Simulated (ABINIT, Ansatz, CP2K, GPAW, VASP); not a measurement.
One calculation of Al, 5 ways

```xyz
1
Lattice="2.7218 0.0000 0.0000 0.0000 2.7218 0.0000 0.0000 0.0000 2.7218" Properties=species:S:1:pos:R:3 pbc="T T T"
Al    0.0000    0.0000    0.0000
```

This isn't the form of Al at room conditions, which is fcc.

Alike in all runs: task single point; functional PBE; k mesh 10 × 10 × 10; occupations fermi-dirac, width 0.05 eV; no spin polarisation; no spin-orbit coupling. Pressure is positive in compression and, in plane waves, holds the error of the finite cutoff, which Ansatz's Pulay term estimates and takes out.

```json
{"program and potentials": "CP2K, POTENTIAL_UZH Al GTH-PBE-q3; TZVP-MOLOPT-PBE-GTH basis", "plane-wave cutoff (eV)": "-", "notes": "atomic basis", "band gap (eV)": "no gap", "pressure (GPa)": "0.38"}
{"program and potentials": "Ansatz, Ansatz PAW (earlier soft set)", "plane-wave cutoff (eV)": "420", "notes": "Pulay term of +0.03 GPa included", "band gap (eV)": "no gap", "pressure (GPa)": "0.36"}
{"program and potentials": "ABINIT, JTH PAW PBE v2.0", "plane-wave cutoff (eV)": "408", "notes": "-", "band gap (eV)": "no gap", "pressure (GPa)": "0.28"}
{"program and potentials": "VASP, PBE PAW files Al, 520 eV", "plane-wave cutoff (eV)": "520", "notes": "-", "band gap (eV)": "no gap", "pressure (GPa)": "0.35"}
{"program and potentials": "GPAW, GPAW PAW data sets (gpaw-data 1.2.1)", "plane-wave cutoff (eV)": "600", "notes": "-", "band gap (eV)": "no gap", "pressure (GPa)": "0.43"}
```

None finds a gap. The pressure spans 0.28 (ABINIT, JTH PAW PBE v2.0) to 0.43 GPa (GPAW, GPAW PAW data sets (gpaw-data 1.2.1)). Rows in atomic bases carry the error of their basis and grid, which can be large.

Differences between rows come from potentials, basis sets and numerical settings, since the functional is the same but for its coding. Runs on potential files found faulty are left out.
